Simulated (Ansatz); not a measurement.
# TaN: response to strain

Aim: deform TaN (zz strain of -1 %) and compute stress, forces and field gradients with LAPW, PAW and all-electron datasets made for the crystal.

Method: DFT PBEsol, scalar-relativistic, in Ansatz 0.2.0.

## 1. Starting point

It takes space group P6_3mc (No. 186, hexagonal). Conventional cell: a = 3.050 Å, b = 3.050 Å, c = 4.940 Å, α = 90.00°, β = 90.00°, γ = 120.00°. Ta (site symmetry 3m) is surrounded by 4 N at 1.85 to 1.90 Å. N (site symmetry 3m) is surrounded by 4 Ta at 1.85 to 1.90 Å.

Coordinates:

```cif
data_structure
_symmetry_space_group_name_H-M 'P 1'
_symmetry_Int_Tables_number 1
_cell_length_a 3.0500
_cell_length_b 3.0500
_cell_length_c 4.9400
_cell_angle_alpha 90.000
_cell_angle_beta 90.000
_cell_angle_gamma 120.000
_cell_volume 39.80
loop_
_atom_site_label
_atom_site_type_symbol
_atom_site_fract_x
_atom_site_fract_y
_atom_site_fract_z
_atom_site_occupancy
Ta1 Ta 0.33333 0.66667 0.00000 1
Ta2 Ta 0.66667 0.33333 0.50000 1
N1 N 0.33333 0.66667 0.38500 1
N2 N 0.66667 0.33333 0.88500 1
```

Atoms are numbered in the order of the input: Ta1, Ta2, N3, N4.

## 2. The deformed structure

Space group P6_3mc before, P6_3mc after.

## 3. All-electron LAPW

input.yaml

```yaml
crystal:
  lattice:
    - [3.0500010905, 0.0, 0.0]
    - [-1.5250005453, 2.641378426, 0.0]
    - [0.0, 0.0, 4.8906]
  atoms:
    - { symbol: Ta, position: [0.3333333333, 0.6666666667, 0.0] }
    - { symbol: Ta, position: [0.6666666667, 0.3333333333, 0.5] }
    - { symbol: "N", position: [0.3333333333, 0.6666666667, 0.385] }
    - { symbol: "N", position: [0.6666666667, 0.3333333333, 0.885] }
kpoints:
  mp_grid: { grid: [9, 9, 5] }
  band_path:
    path:
      - [0.0, 0.0, 0.0]
      - [0.5, 0.0, 0.0]
      - [0.3333333333, 0.3333333333, 0.0]
      - [0.0, 0.0, 0.0]
      - [0.0, 0.0, 0.5]
      - [0.5, 0.0, 0.5]
      - [0.3333333333, 0.3333333333, 0.5]
      - [0.0, 0.0, 0.5]
      - [0.5, 0.0, 0.5]
    npoints: 5
scf:
  occupations: { method: fermi_dirac, width: 0.01 }
hamiltonian:
  xc: pbesol
  pseudopotentials: { kind: all_electron, lapw: { basis_error: 0.001 } }
output:
  forces: true
  stress: true
  eigenvalues: true
```

Launch:

```
> ansatz run input.yaml --threads 1 --pin off --max-ram 6144MiB --backend cpu --events-out ev --progress --plain --runs-dir out
```

## 4. Frozen-core PAW

input.yaml

```yaml
crystal:
  lattice:
    - [3.0500010905, 0.0, 0.0]
    - [-1.5250005453, 2.641378426, 0.0]
    - [0.0, 0.0, 4.8906]
  atoms:
    - { symbol: Ta, position: [0.3333333333, 0.6666666667, 0.0] }
    - { symbol: Ta, position: [0.6666666667, 0.3333333333, 0.5] }
    - { symbol: "N", position: [0.3333333333, 0.6666666667, 0.385] }
    - { symbol: "N", position: [0.6666666667, 0.3333333333, 0.885] }
kpoints:
  mp_grid: { grid: [9, 9, 5] }
scf:
  occupations: { method: fermi_dirac, width: 0.01 }
hamiltonian:
  xc: pbesol
  pseudopotentials: { kind: paw }
output:
  forces: true
  stress: true
  eigenvalues: true
  efg: { contact_densities: true }
```

## 5. All-electron PAW on datasets made for the crystal

Changes to input.yaml since step 4:

```diff
@@ -16,3 +16,3 @@
   xc: pbesol
-  pseudopotentials: { kind: paw }
+  pseudopotentials: { kind: all_electron, datasets: crystal }
 output:
```

(Steps that only read results are left out.)

Before running it: what results should come out? Wanted: pressure; largest shear or deviatoric stress.

The runs gave:

```
                                 quantity                                                 value
                                 pressure  LAPW 130.27, PAW 132.81, crystal datasets 130.27 GPa
largest shear or deviatoric stress (LAPW)                                             13.51 GPa
```

The largest part of the stress beyond the pressure is 13.51 GPa in size, in the zz component; the atoms are carried along and not relaxed. No run of the undeformed cell stands beside it, so the pressure holds what the given cell had before the change. PAW: stress within 2.66 GPa of LAPW, forces within 26 meV/Å. Crystal datasets: stress within 0.01 GPa of LAPW, forces within 1 meV/Å. Spin-orbit coupling is left out, though the cell holds Ta; in elements this heavy it can shift bands and gaps by tenths of an eV.
